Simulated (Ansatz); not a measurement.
# Te2Mo, relaxed, part 2 of 2

The start is Te2Mo, a borrowed structure type, volume estimated. Where does it settle when we relax cell and atoms, and what is it like there?

Ansatz 0.2.0; DFT, PBE, no spin polarisation, plane waves, PAW. Relaxing cell and atoms. The steps go on from the part before.

**3. The log goes on**

The log, continued:

```text
preconditioner: auto → Kerker (q_TF=auto, 2.556 Å⁻¹)  [metal: Δε(μ)=0.034 eV  Ē_g=7.219 eV  σ=0.155 eV  W_gap=0.12  n_scr=42 (ndim 8)  ℏωp=19.1 eV  f_vac=0.000  D(μ)=6.44/eV (n_scr^D=54)]
SCF iter   2: F=—  HF=-37830.439860 eV  |F-HF|=—  |Δ(HF+E_count)|=   4.17e-5  Δρ=2.29e-4  dr2=1.43e-4  ethr=5.13e-7  ⟨swp⟩=1.0  Hψ=2240  notcnv=0
SCF iter   3: F=—  HF=-37830.439844 eV  |F-HF|=—  |Δ(HF+E_count)|=   1.65e-5  Δρ=3.27e-5  dr2=2.46e-6  ethr=1.55e-7  ⟨swp⟩=1.5  Hψ=2312  notcnv=0
iter 4 did not close the SCF: its close was put off for the readings that it lacked (scf_convergence_deferred on its scf_iter line)
SCF iter   4: F=-37830.439843 eV  HF=-37830.439843 eV  |F-HF|=2.77e-8  |Δ(HF+E_count)|=   4.62e-7  Δρ=1.11e-5  dr2=2.28e-7  ethr=2.67e-9  ⟨swp⟩=2.2  Hψ=3130  notcnv=0
iter 5 did not close the SCF: its close was put off for the readings that it lacked (scf_convergence_deferred on its scf_iter line)
SCF iter   5: F=-37830.439843 eV  HF=-37830.439843 eV  |F-HF|=5.06e-9  |Δ(HF+E_count)|=   2.80e-9  Δρ=4.30e-6  dr2=3.73e-8  ethr=2.48e-10  ⟨swp⟩=2.2  Hψ=4004  notcnv=0
SCF iter   6: F=-37830.439843 eV  HF=-37830.439843 eV  |F-HF|=5.17e-10  |Δ(HF+E_count)|=   3.92e-9  Δρ=1.06e-6  dr2=2.19e-9  ethr=4.05e-11  ⟨swp⟩=7.1  Hψ=13588  notcnv=0
SCF 5 converged in 6 iterations: F = -37830.439843 eV  dr2 = 2.19e-9
relax step   5: F+E_penalty+E_count = -37830.43984342 eV  Δ(F+E_penalty+E_count) = -6.129e-4 eV  max|allowed force component| = 6.837e-3 eV/Å  Δτ_max = 0.0018 Å  P = -0.011 GPa  Ω = 135.919 Å³  energy of the carried Pulay correction = +2.202e-3 eV  (6 SCF iters, dr2 threshold 2.72e-7 eV, accepted)
Initial wavefunctions: pseudopotential atomic-orbital guess (no wavefunctions were taken with the density)
iter 1 solved again at ethr=6.23e-8 eV; its pass at ethr=3.10e-3 eV (dr2=5.73e-5 eV) is discarded
SCF iter   1: F=—  HF=-37830.437562 eV  |F-HF|=—  |Δ(HF+E_count)|=         —  Δρ=1.39e-4  dr2=2.53e-6  ethr=6.23e-8  ⟨swp⟩=4.0  Hψ=14562  notcnv=0
preconditioner: auto → Kerker (q_TF=auto, 2.556 Å⁻¹)  [metal: Δε(μ)=0.034 eV  Ē_g=7.220 eV  σ=0.155 eV  W_gap=0.12  n_scr=42 (ndim 8)  ℏωp=19.1 eV  f_vac=0.000  D(μ)=6.44/eV (n_scr^D=54)]
SCF iter   2: F=—  HF=-37830.437605 eV  |F-HF|=—  |Δ(HF+E_count)|=   4.34e-5  Δρ=7.17e-5  dr2=6.54e-7  ethr=2.76e-9  ⟨swp⟩=2.0  Hψ=3639  notcnv=0
SCF iter   3: F=—  HF=-37830.437620 eV  |F-HF|=—  |Δ(HF+E_count)|=   1.53e-5  Δρ=1.09e-5  dr2=2.81e-8  ethr=7.10e-10  ⟨swp⟩=2.0  Hψ=4084  notcnv=0
SCF iter   4: F=—  HF=-37830.437621 eV  |F-HF|=—  |Δ(HF+E_count)|=   2.39e-7  Δρ=9.05e-7  dr2=6.88e-10  ethr=3.05e-11  ⟨swp⟩=2.0  Hψ=4095  notcnv=0
iter 5 did not close the SCF: its close was put off for the readings that it lacked (scf_convergence_deferred on its scf_iter line)
SCF iter   5: F=-37830.437621 eV  HF=-37830.437621 eV  |F-HF|=3.64e-11  |Δ(HF+E_count)|=   1.04e-9  Δρ=1.62e-7  dr2=5.03e-11  ethr=1.00e-12  ⟨swp⟩=2.6  Hψ=3687  notcnv=0
SCF iter   6: F=-37830.437621 eV  HF=-37830.437621 eV  |F-HF|=0.00e0  |Δ(HF+E_count)|=  1.46e-11  Δρ=4.13e-8  dr2=4.14e-12  ethr=1.00e-12  ⟨swp⟩=6.2  Hψ=10502  notcnv=0
SCF 6 converged in 6 iterations: F = -37830.437621 eV  dr2 = 4.14e-12
relax step   6: F+E_penalty+E_count = -37830.43762063 eV  Δ(F+E_penalty+E_count) = +2.223e-3 eV  max|allowed force component| = 6.843e-3 eV/Å  Δτ_max = 0.0000 Å  P = -0.011 GPa  Ω = 135.919 Å³  stress off target by 4.18e-2 GPa  SCF on the basis re-selected at this cell (its energy is not comparable with the rows above)  (6 SCF iters)
basis re-selected at this cell: Δ(F+E_penalty+E_count) = +2.223e-3 eV, ΔP = -0.000 GPa vs the last step (what re-selecting the basis moved, of the pressure what is left beyond the Pulay correction that the steps carried, after the strain that the cell walked since its last selection, with what the two solves' SCF thresholds leave and, on support functions, any second-order correction that the steps lacked; it is no measure of the basis error at this ecutwfc). This SCF's stress stands 4.18e-2 GPa from its target on what of the cell is left free (relax.cell.stress_tol is 5.00e-2 GPa) and its largest allowed force component is 6.84e-3 eV/Å (relax.f_tol is 1.00e-2 eV/Å): within both
SCF converged after 6 iterations
Free energy (F): -37830.437621 eV
Harris-Foulkes:  -37830.437621 eV  (|F-HF|=0.00e0)
Internal energy: -37830.360387 eV  (E = F + TS)
E sigma→0 (E₀):  -37830.399004 eV
Entropy (-TS):   -0.077234 eV (-12.872 meV/atom)
Fermi energy:    14.937108 eV
--- Per-component energies (eV) ---
  E_band       = -977.119556
  E_kinetic    = 1608.769179
  E_local      = -5689.601367  (includes V_loc(G=0)·N_el)
  E_nonlocal   = -951.117964
  E_hartree    = 3370.551689
  E_xc         = -864.902422
  E_vxc        = -875.921140  (∫ρ·V_xc dr)
  E_paw        = -25054.044919  (= ΣΔE_a)
  E_vpaw       = -1810.351066  (= ΣTr[D̂ρ^β])
  E_aug_tail   = -0.000562  (compensation charges beyond the density's cutoff)
  E_ewald      = -10250.014021
  E_smearing   = -0.077234  (= −TS)
  E_closure    = -0.000000  (closes the sum)
  Σ components = -37830.437621   (vs F -37830.437621, Δ=0.00e0)
--- Forces (eV/Å), atoms counted from 1 ---
  atom   1  Te    -0.00684328    -0.00684328     0.00000000
  atom   2  Te     0.00684328    -0.00684328     0.00000000
  atom   3  Te     0.00684328     0.00684328     0.00000000
  atom   4  Te    -0.00684328     0.00684328    -0.00000000
  atom   5  Mo     0.00000000     0.00000000     0.00000000
  atom   6  Mo     0.00000000     0.00000000     0.00000000
  max |Σ_I F_I| component: 8.67e-19 eV/Å
--- Stress (GPa, compression-positive) ---
        0.004180      -0.000000       0.000000
       -0.000000       0.004180      -0.000000
        0.000000       0.000000      -0.041847
  P = ⅓ Tr σ = -0.0112 GPa (-0.112 kbar)
--- Band table (eV; the first three rows and the last of 40) ---
  k-point 0: bands = ["-46.1583", "-46.1319", "-22.6288", "-22.6263", "-22.6208", "-22.6208", "-22.6155", "-22.6030", "-22.6030", "-22.6000", "-22.5961", "-22.5952", "-22.5952", "-22.5945", "-22.5932", "-22.5861", "-22.5854", "-22.5854", "-22.5839", "-22.5804", "-22.5678", "-22.5678", "-20.3924", "-20.2870", "-20.2870", "-20.2544", "-20.2544", "-20.0817", "0.7292", "3.5932", "4.0016", "4.0016", "9.2071", "9.7704", "9.7704", "10.5695", "10.5695", "10.5977", "10.9445", "10.9725", "11.9773", "12.7508", "14.1919", "14.2530", "14.8695", "14.8695", "15.1248", "15.1248", "15.5519", "16.2977", "16.3353", "16.3353", "16.3891", "18.1019", "19.0049", "19.5156"]
  k-point 1: bands = ["-46.1583", "-46.1319", "-22.6301", "-22.6281", "-22.6201", "-22.6190", "-22.6157", "-22.6064", "-22.6023", "-22.5992", "-22.5974", "-22.5967", "-22.5933", "-22.5927", "-22.5924", "-22.5871", "-22.5870", "-22.5842", "-22.5833", "-22.5801", "-22.5686", "-22.5682", "-20.3920", "-20.2879", "-20.2872", "-20.2549", "-20.2511", "-20.0809", "0.8577", "3.4799", "3.8697", "4.0320", "9.2715", "9.6217", "9.8224", "10.2031", "10.2688", "10.5159", "11.4543", "11.6243", "11.8477", "12.5795", "14.2300", "14.5744", "14.6988", "14.7836", "15.0533", "15.1521", "15.9781", "16.0571", "16.1091", "16.4355", "16.4381", "18.1019", "19.0226", "19.4548"]
  k-point 2: bands = ["-46.1583", "-46.1319", "-22.6318", "-22.6302", "-22.6221", "-22.6191", "-22.6141", "-22.6073", "-22.6019", "-22.6011", "-22.5995", "-22.5951", "-22.5926", "-22.5911", "-22.5898", "-22.5891", "-22.5888", "-22.5827", "-22.5817", "-22.5794", "-22.5709", "-22.5693", "-20.3911", "-20.2900", "-20.2878", "-20.2559", "-20.2439", "-20.0792", "1.2297", "3.1865", "3.5017", "4.1021", "9.2599", "9.7646", "9.8418", "9.9543", "10.3066", "10.3307", "11.5937", "11.8717", "12.1343", "12.4021", "14.1575", "14.1612", "14.2177", "15.1261", "15.2221", "15.7213", "15.8275", "16.1276", "16.4271", "16.5912", "16.7378", "18.3147", "18.7381", "19.1179"]
  k-point 39: bands = ["-46.1582", "-46.1319", "-22.6328", "-22.6321", "-22.6173", "-22.6161", "-22.6147", "-22.6061", "-22.6051", "-22.6036", "-22.6034", "-22.6012", "-22.6001", "-22.5980", "-22.5891", "-22.5846", "-22.5839", "-22.5812", "-22.5811", "-22.5791", "-22.5776", "-22.5690", "-20.3881", "-20.2927", "-20.2927", "-20.2404", "-20.2403", "-20.0740", "2.6570", "2.8424", "3.0038", "3.6537", "7.9720", "8.0034", "9.2219", "9.6752", "10.5823", "10.6793", "12.3911", "12.9745", "13.0413", "13.4075", "13.6774", "14.3256", "14.4139", "14.9092", "15.1700", "15.9128", "15.9485", "17.0594", "17.2101", "17.5117", "17.5707", "17.7506", "20.2761", "20.4194"]
--- Relaxed structure (5 steps of the walk, 5 accepted, 1 SCFs on fresh bases) ---
  F+E_penalty+E_count = -37830.43762063 eV   max|allowed force component| = 6.843e-3 eV/Å   (the final SCF, on the basis selected at the relaxed cell)
  cell:  # Å, volume = 135.9191 Å³
    - [-3.3176412137662066, 3.3176412137662066, 3.0871778898371454]
    - [3.3176412137662066, -3.3176412137662066, 3.0871778898371454]
    - [3.3176412137662066, 3.3176412137662066, -3.0871778898371454]
  atoms:
    - { symbol: Te, position: [0.6693077162066292, 0.16930771620662913, 0.8386154324132583] }
    - { symbol: Te, position: [0.1693077162066291, 0.3306922837933709, 0.5] }
    - { symbol: Te, position: [0.3306922837933709, 0.8306922837933708, 0.16138456758674172] }
    - { symbol: Te, position: [0.8306922837933706, 0.6693077162066291, 0.49999999999999994] }
    - { symbol: Mo, position: [0.25, 0.25, -5.397945028095934e-19] }
    - { symbol: Mo, position: [0.75, 0.75, -5.397945028095933e-19] }
--- Löwdin populations: 6 sites ---
  site symbol       q [e]
     0     Te     15.8310
     1     Te     15.8310
     2     Te     15.8310
     3     Te     15.8310
     4     Mo     14.1215
     5     Mo     14.1215
  spilling = 0.004708 (of n_electrons = 92.000000)
--- Bader charges: 6 sites ---
  site symbol  charge [e]  shift [e]
     0     Te     -0.2411     0.0000
     1     Te     -0.2411     0.0000
     2     Te     -0.2411     0.0000
     3     Te     -0.2411     0.0000
     4     Mo      0.4822     0.0000
     5     Mo      0.4822     0.0000
  estimated error of the sums over rays = 5.1e-4 e
```

Wall time 2.4 min (2 threads of Arm Neoverse N1, shared host); peak memory 0.64 GiB.

Step by step:

| step | energy from step 1 (eV/cell) | largest force component (eV/Å) | pressure (GPa) | volume (Å³) |
| --- | --- | --- | --- | --- |
| 1 | 0.0000 | 1.0141 | -6.68 | 147.45 |
| 2 | -0.7354 | 0.1776 | 1.82 | 134.29 |
| 3 | -0.7891 | 0.0500 | -1.09 | 137.72 |
| 4 | -0.8031 | 0.0018 | -0.24 | 136.24 |
| 5 | -0.8037 | 0.0068 | -0.01 | 135.92 |
| 6 | -0.8015 | 0.0068 | -0.01 | 135.92 |

Step 1 is the start. Step 6 repeats the geometry before on a plane-wave basis chosen anew for that cell, so the energy can jump there without any move; the table keeps such jumps.

| input's cell | before | after | change |
| --- | --- | --- | --- |
| a (Å) | 5.787 | 5.616 | -3.0 % |
| b (Å) | 5.787 | 5.616 | -3.0 % |
| c (Å) | 5.787 | 5.616 | -3.0 % |
| α (°) | 106.03 | 107.59 | +1.55° |
| β (°) | 106.03 | 107.59 | +1.55° |
| γ (°) | 116.59 | 113.31 | -3.28° |
| volume (Å³/atom) | 24.58 | 22.65 | -7.8 % |

The largest move, 0.17 Å, apart from the change of the cell, is shared by several atoms, Te4 among them.

**4. Total and projected density of states**

States per cell by energy window, from dos.tsv and pdos.tsv (tetrahedra; eV from the Fermi level):

| from | to | total | Mo d | Te p |
| --- | --- | --- | --- | --- |
| -7.0 | -6.0 | 1.70 | 0.23 | 1.28 |
| -6.0 | -5.0 | 4.29 | 0.65 | 3.18 |
| -5.0 | -4.0 | 4.14 | 1.07 | 2.83 |
| -4.0 | -3.0 | 4.25 | 1.31 | 2.74 |
| -3.0 | -2.0 | 4.83 | 2.16 | 2.50 |
| -2.0 | -1.0 | 3.66 | 1.79 | 1.63 |
| -1.0 | 0.0 | 5.11 | 3.38 | 1.23 |
| 0.0 | 1.0 | 5.29 | 3.27 | 1.41 |
| 1.0 | 2.0 | 5.93 | 2.66 | 2.69 |
| 2.0 | 3.0 | 3.76 | 1.71 | 1.75 |
| 3.0 | 4.0 | 1.08 | 0.42 | 0.55 |

**5. Charges**

Gathered by element (positive charge: electrons given up): Löwdin charges also hold the electrons that the projection spills.

| element | atoms | Bader charge (e) | Bader volume (Å³) | Löwdin charge (e) |
| --- | --- | --- | --- | --- |
| Te | 4 | -0.24 | 25.6 | +0.17 |
| Mo | 2 | +0.48 | 16.7 | -0.12 |

The Löwdin projection spills 0.5 % of the electrons and depends on the orbitals chosen; where it disagrees with Bader's partition, neither is an observable.

**6. Real-space fields**

Maps in the plane spanned by a and b at height 0.000 along c (axes of the input's cell), one cell: a runs left to right (17 points from zero), b bottom to top (17 points), 113° apart. These are the smooth PAW fields, not the true ones near the nuclei.

Valence density. Ten steps from '0' (0.16 e/Å³) to '9' (6.55 e/Å³), finer at the low end (step k begins (100^(k/10) - 1)/99 of the way up):
```
11112221000124443
21133432101367864
21345543213699984
22356643225899974
22456542236999962
12344431136898631
01233211124665310
00122211122332100
00012332211122210
00135664211123321
11368986311344432
22699996322456542
24799985223466532
24899963123455431
24687631012343311
13444210001222111
11222210000122221
```

ELF. Ten even steps from '0' (0.18) to '9' (0.75):
```
22246765211100121
02566555520058972
04654456620698991
16643456502962880
47544456305966950
46555565105999601
25566652113552001
02565311221000221
01220001221135652
21002553112566655
41069995015655556
40596695036544457
10882692056543466
01998960266544564
02798500255556652
21210011125676422
32001442002441002
```

Atoms within 0.2 Å of the plane, in fractions of a and b: Mo at (0.25, 0.25), Mo at (0.75, 0.75).

Scans along the contacts give these minima of the density:

| contact | length (Å) | minimum at (fraction) | density (e/Å³) | ELF |
| --- | --- | --- | --- | --- |
| Mo5–Mo6 | 3.087 | 0.50 | 0.244 | 0.37 |
| Te1–Te3 | 3.178 | 0.50 | 0.245 | 0.46 |

```
fraction  Mo5–Mo6  Te1–Te3
     0.2     3.77     3.21
     0.3    0.953    0.684
     0.4    0.326    0.339
     0.5    0.244    0.245
     0.6    0.326    0.339
     0.7    0.953    0.684
     0.8     3.77     3.21
```

(Smooth valence density in e/Å³ at fractions of each contact.)

**7. Outcome**

What follows sums up all 2 parts.

| quantity | value |
| --- | --- |
| moves | 4 |
| energy gained | 133.9 meV/atom |
| largest move | 0.17 Å (Te) |
| space group (0.01 Å), before / after | I4/mcm / I4/mcm |
| cell | a = 5.616 Å, b = 5.616 Å, c = 5.616 Å, α = 107.59°, β = 107.59°, γ = 113.31° |
| volume | 22.65 Å³/atom (-7.8 %) |
| pressure at the end | -0.01 GPa |
| formation energy (elements from separate runs) | 0.25 eV/atom |
| character | metal |
| density of states, mean within 0.25 eV of the Fermi level | 6.9 per eV per cell |
| Bader charges | Te -0.24, Mo +0.48 e |

What this shows: The volume shrank by 7.8 %, and the largest move of an atom is 0.17 Å apart from the change of the cell; the energy fell by 133.9 meV per atom. The run held to 16 symmetry operations, so a lower structure without them is not ruled out. Bands cross the Fermi level: a metal; within 0.25 eV of the Fermi level the density of states averages 6.9 per eV per cell, mostly Mo d (69 %) and Te p (20 %). Against the elements' reference phases (Te trigonal tellurium, Mo bcc; separate runs with the same functional) the formation energy is 0.25 eV per atom, so at this geometry it is not bound against them. By Bader's partition Mo gives up most (+0.48 e) and Te takes most (-0.24 e), against the order of Pauling's electronegativities.

Keep in mind: wide smearing.
